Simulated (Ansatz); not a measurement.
Ga:

```
CELL_PARAMETERS angstrom
1.45000 -4.06500 0.00000
1.45000 4.06500 0.00000
0.00000 0.00000 3.17000
ATOMIC_POSITIONS crystal
Ga 0.13300 0.86700 0.75000
Ga 0.86700 0.13300 0.25000
```

This isn't the form of Ga at room conditions, which is orthorhombic.

| Item | Value |
| --- | --- |
| Program | Ansatz 0.2.0 |
| Task | relaxation of cell and atoms |
| Functional | HSEsol |
| Potentials or basis | Ansatz PAW |
| Cutoff | 420 eV (not typed: the program's choice for these potentials) |
| k mesh | 5 × 5 × 4 |
| Occupations | fermi-dirac, width 0.05 eV |
| Spin | no spin polarisation |

At the start: volume 18.68 Å³/atom.

Task: Where does the relaxation end?

Result: It ends after 8 steps and the volume is 17.99 Å³/atom (-3.7 %); space group Cmcm (No. 63, to 0.05 Å).

Step by step:
```
step  energy change (eV)  largest force (eV/Å)  volume (Å³)
   1              0.0000                0.4009        37.37
   2             -0.1129                0.0369        35.94
   3             -0.1165                0.0166        36.02
   4             -0.1168                0.0100        36.00
   5             -0.1168                0.0004        35.98
   6             -0.1158                0.0004        35.98
   7             -0.1158                0.0003        35.98
   8             -0.1158                0.0003        35.98
```

Final structure:
```yaml
crystal:
  lattice:
    - [1.39245, -3.91292, 0.00000]
    - [1.39245, 3.91292, 0.00000]
    - [0.00000, 0.00000, 3.30222]
  atoms:
    - { symbol: Ga, position: [0.13800, 0.86200, 0.75000] }
    - { symbol: Ga, position: [0.86200, 0.13800, 0.25000] }
```

Caveat: the k mesh is coarse (spacing up to 0.50 Å⁻¹), so the values aren't converged, least of all with exact exchange; the plane-wave basis is chosen anew once the cell has moved, so the energies of steps on either side of that aren't comparable; the PAW data sets come from PBE, with cores solved anew for the run's functional, which leaves a small shift of forces and pressure.
